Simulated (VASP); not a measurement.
Runs of VASP 6.6.1 on Cd. The structure is cubic, space group Im-3m (No. 229). Conventional cell: a = 3.569 Å, b = 3.569 Å, c = 3.569 Å, α = 90.00°, β = 90.00°, γ = 90.00°. Cd (site symmetry m-3m) is surrounded by 8 Cd at 3.09 Å. This isn't the form of Cd at room conditions, which is hcp.

```csv
level,gap on the mesh (eV),pressure (GPa),relaxed volume (Å³/atom)
revPBE,none,0.0,(a)
PW91,none,0.0,23.51
PBE,none,0.0,(b)
AM05,none,0.0,21.43
PBEsol,none,0.0,21.33
```

Alike in all rows: task relaxation of cell and atoms; potentials or basis VASP PAW PBE potentials, release 64 (Cd); no spin polarisation; cell relaxed; k mesh 10 × 10 × 10; cutoff (eV) 600; smearing fermi-dirac 0.05 eV.

Q: Fill in the values left out.

A: (a) 24.73; (b) 23.54.

Caveats: the PAW data sets were made with another functional, which shifts forces and pressure a little (some runs).

A k mesh can miss the band edges, and the runs leave out spin-orbit coupling on Cd.

A gap of «none» marks a metal or a gap under the smearing width.
